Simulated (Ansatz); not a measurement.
I need a check of forces and pressure against finite differences of BaS (distorted cell). Use Ansatz 0.2.0, Python API. Use (first run): PBE, PAW, cutoff 540 eV, 4×4×4 k-points, fixed occupations.

```
Ba S
1.0
     0.00000    3.19375    3.19375
     3.19375    0.00000    3.19375
     3.19375    3.19375    0.00000
Ba S
1 1
Cartesian
  0.1405 3.2220 3.1940
  3.3138 3.2472 3.0707
```

Script `fdcheck.py`:
```python
"""Do the forces of BaS match the slope of the free energy with displaced atoms."""

import ansatz
import numpy as np

SETTINGS = {
    "xc": "PBE",
    "cutoff": 540,
    "kmesh": (4, 4, 4),
    "tolerance": 1e-09,
}

VECTORS = np.array([
    [0.0, 3.19375, 3.19375],
    [3.19375, 0.0, 3.19375],
    [3.19375, 3.19375, 0.0],
])
SITES = [
    ("Ba", (0.98246, 0.01762, 0.02638)),
    ("S", (0.47032, 0.49115, 0.54643)),
]


def build(cell):
    crystal = ansatz.Crystal(lattice=ansatz.Lattice.of(cell))
    for symbol, position in SITES:
        crystal = crystal.atom(symbol, position)
    return crystal

def solve(crystal):
    return (
        crystal.calculation()
        .occupations(ansatz.OccupationsMethod.FIXED)
        .functional(SETTINGS["xc"])
        .basis(SETTINGS["cutoff"], xc_grid=2)  # a bare number is in eV
        .kpoints(*SETTINGS["kmesh"])  # the mesh must be finer for metals
        .scf(tolerance=SETTINGS["tolerance"])
        .forces()  # minus the gradient of the free energy
        .stress()  # GPa
        .run(threads=1)
    ).report


centre = solve(build(VECTORS))
start = build(VECTORS)
# central difference: F = -(E(+h) - E(-h)) / 2h
print(f"force on atom 0 along y: analytic {centre['forces_ev_ang'][0][1]:.4f} eV/A")
for h in (0.005, 0.02):
    shift = np.eye(3)[1] * h @ np.linalg.inv(VECTORS)
    plus, minus = (solve(start.move(0, to=np.array(SITES[0][1]) + sign * shift))["lagrangian_ev"] for sign in (1, -1))
    print(f"  step {h} A: numerical {-(plus - minus) / (2 * h):.4f} eV/A")
# P = -dF/dV; the difference feels the change of the plane-wave count with the cell
volume = abs(np.linalg.det(VECTORS))
larger, smaller = (solve(build(VECTORS * (1 + sign * 0.005) ** (1 / 3)))["lagrangian_ev"] for sign in (1, -1))
numerical = -(larger - smaller) / (0.01 * volume) * 160.21766
print(f"pressure: analytic {np.trace(centre['stress_gpa']) / 3:.3f}, numerical {numerical:.3f} GPa")
```

```console
$ python fdcheck.py
DeckWarning: output.stress: scf.convergence.dr2_threshold = 1e-9 eV is looser than the 2e-10 eV advised for a printed stress (1e-10 eV for each atom of the cell: 2). What an SCF threshold leaves in a stress goes as its square root, and in the free energy as the threshold itself, and one threshold admits the most on a [...]
force on atom 0 along y: analytic 0.0460 eV/A
  step 0.005 A: numerical 0.0460 eV/A
  step 0.02 A: numerical 0.0460 eV/A
pressure: analytic 1.020, numerical 1.021 GPa
```
(Warnings from the package without file and line, shortened.)

The k-point mesh is coarse, and energy and stress weren't tested for convergence. Pressure is positive in compression. The cell is a database structure, distorted on purpose. The central difference errs as the square of the step, so the shorter step is the fairer test; what remains comes from the finite grid and the SCF threshold. It ran for 25 s on 1 thread of Intel(R) Xeon(R) Platinum 8259CL CPU @ 2.50GHz (Skylake/Cascade Lake) (shared host), peak memory 0.47 GiB.
